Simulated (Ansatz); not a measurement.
# FeO

**The experiment.** The Crystallography Open Database holds a measured cell of cubic FeO (space group Fm-3m) at 298 K (1996, doi:10.1006/jssc.1996.0206): a = 4.326 Å, 10.12 Å³/atom.

Computed with Ansatz (plane waves, PAW, 420 eV cutoff): PBE, scalar-relativistic, collinear spin, Γ-centred 14×14×14 mesh, 0.05 eV Gaussian smearing. The datasets are Ansatz's generated set soft_2.

```
CELL_PARAMETERS angstrom
0.00000 2.15426 2.15426
2.15426 0.00000 2.15426
2.15426 2.15426 0.00000
ATOMIC_POSITIONS crystal
Fe 0.00000 0.00000 0.00000
O 0.50000 0.50000 0.50000
```

The chain of runs began from a cell as deposited in COD, expanded in volume. Of that entry: the entry's cell lengths or inner coordinates differ somewhat from later room-temperature determinations.

Magnetic state: ferromagnetic, site spin moments Fe 3.45; O 0.32 μB.

The cell above was scaled in volume, its shape and atoms being fixed by the lattice's symmetry. Energies are counted from the cell above.

Cell and atoms are those of this level's equilibrium.

```
V (Å³/atom)  ΔE (meV/atom)  P (GPa)  largest moment (μB)
       9.45           19.4     11.9                 3.42
       9.60            9.9      8.3                 3.43
       9.80            2.4      3.9                 3.44
      10.00            0.0      0.0                 3.45
      10.20            2.2     -3.5                 3.46
      10.40            8.6     -6.7                 3.47
      10.70           25.1    -10.8                 3.48
      11.00           48.5    -14.2                 3.49
```

Question: What do the points give for the equilibrium volume, the bulk modulus and its pressure derivative (third-order Birch–Murnaghan)?

Answer: V0 = 10.00 Å³/atom, B0 = 186 GPa, B0′ = 4.6.

B0·V0 = 185.6 GPa × 10.00 Å³ = 11.58 eV/atom sets the scale: near the minimum ΔE ≈ ½ B0 V0 x², with x = V/V0 − 1, and a pressure of 1.9 GPa squeezes the volume by about 1 %. At the ends of the curve: x = −5.5 % predicts 17.4 meV/atom and the run gives 19.4; x = +10.0 % predicts 58.1 meV/atom and the run gives 48.5. Compression costs more and expansion less than the parabola says, since the crystal stiffens as it shrinks; B0′ measures that.

**Comparison.** The computed cell (4.309 Å, 10.00 Å³/atom) differs from the database's by −1.2 % in volume, about −0.4 % in length. PBE more often overestimates volumes; a smaller cell is partly the thermal expansion and zero-point motion that the static lattice lacks, roughly 0.7 to 1.7 % in volume at 298 K by Grüneisen's rule, γ·3k_BT/(B0·V0) with γ of 1 to 2.5.

Site moments are of spin, integrated over atomic spheres. The run is a metal.
